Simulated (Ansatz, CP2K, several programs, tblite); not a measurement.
Energy against volume for zincblende AlAs, at fixed shape and fractional coordinates, computed by several methods (PBE and r2SCAN, where shown, with plane waves in Ansatz); the cell shown is that of r2SCAN. It is cubic, F-43m (No. 216); a = 5.678 Å in the conventional setting, 22.88 Å³ an atom. Around Al lie 4 As at 2.46 Å; around As lie 4 Al at 2.46 Å. The values are computed, spin-unpolarised, and not measurements. Energies count from each curve's lowest point; fits are third-order Birch-Murnaghan.

```
CELL_PARAMETERS angstrom
0.00000 2.83892 2.83892
2.83892 0.00000 2.83892
2.83892 2.83892 0.00000
ATOMIC_POSITIONS crystal
Al 0.00000 0.00000 0.00000
As 0.25000 0.25000 0.25000
```

Problem. r2SCAN, on the shape of its own relaxed cell, gives
```csv
V (Å³/atom),E (meV/atom)
21.507,21.92
22.194,5.23
22.880,0.00
23.567,4.57
24.253,17.52
```
What equilibrium volume and bulk modulus follow?

Solution. V₀ = 22.89 Å³ an atom and B₀ = 76 GPa.

GFN1-xTB (tblite), on the shape of the cell shown, as a cluster of 64 atoms at the zone centre:

| V (Å³/atom) | E (meV/atom) |
| --- | --- |
| 20.135 | 25.53 |
| 21.507 | 0.00 |
| 22.880 | 14.82 |
| 24.253 | 51.66 |
| 25.626 | 92.96 |

The points scatter about the fit by more than 0.3 meV an atom, so no fit is quoted.

Problem. PBE, on the shape of its own relaxed cell, gives

| V (Å³/atom) | E (meV/atom) |
| --- | --- |
| 22.086 | 19.97 |
| 22.791 | 4.75 |
| 23.496 | 0.00 |
| 24.201 | 4.16 |
| 24.906 | 15.92 |

What equilibrium volume and bulk modulus follow?

Solution. V₀ = 23.50 Å³ an atom and B₀ = 67 GPa.

PBE/DZVP (CP2K), on the shape of the cell shown:

| V (Å³/atom) | E (meV/atom) |
| --- | --- |
| 20.135 | 146.39 |
| 21.507 | 48.08 |
| 22.880 | 4.01 |
| 24.253 | 0.00 |
| 25.626 | 25.54 |

V₀ = 23.71 Å³ an atom and B₀ = 67 GPa.

Problem. GFN2-xTB (tblite), on the shape of the cell shown, as a cluster of 64 atoms at the zone centre, gives
```csv
V (Å³/atom),E (meV/atom)
20.135,166.46
21.507,62.13
22.880,12.35
24.253,0.00
25.626,13.93
```
What equilibrium volume and bulk modulus follow?

Solution. V₀ = 24.13 Å³ an atom and B₀ = 55 GPa.
